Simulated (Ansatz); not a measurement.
Runs of Ansatz 0.2.0 on LiF (Griceite). Symmetry: Fm-3m, No. 225, cubic system. The conventional cell has a = 4.028 Å, b = 4.028 Å, c = 4.028 Å, α = 90.00°, β = 90.00°, γ = 90.00°. F (site symmetry m-3m) is surrounded by 6 Li at 2.01 Å. Li (site symmetry m-3m) is surrounded by 6 F at 2.01 Å. 

```tsv
task	level	potentials or basis	k mesh	cutoff (eV)	smearing	basis error allowed	gap on the mesh (eV)	V0 of scaled cells (Å³/atom)	B0 (GPa)
equation of state	PBE	all-electron LAPW, scalar-relativistic	11 × 11 × 11	-	fermi-dirac 0.05 eV	0.0005 eV/atom	-	8.40	67
single point	PBE	all-electron LAPW, scalar-relativistic	11 × 11 × 11	288	gaussian 0.05 eV	0.001 eV/atom	9.07	-	-
Born charges and dielectric tensor	PBEsol+D4	all-electron PAW datasets made for the crystal	11 × 11 × 11	430	fixed	-	(b)	-	-
equation of state	PBEsol	all-electron LAPW, scalar-relativistic	11 × 11 × 11	-	fermi-dirac 0.05 eV	0.0005 eV/atom	-	8.03	72
single point	HSE06	all-electron PAW datasets made for the crystal	8 × 8 × 8	430	fermi-dirac 0.05 eV	-	(a)	-	-
```

Alike in all rows: no spin polarisation; cell as given.

Question: Estimate the missing entries.

Answer: (a) 11.37; (b) 8.90.

Caveats: an odd mesh through Γ misses points on the zone boundary, where band edges often lie (some runs); the program warned that the printed levels may be off, so bands, gaps and densities of states are rough (some runs).

Not every run made on this cell is shown here.
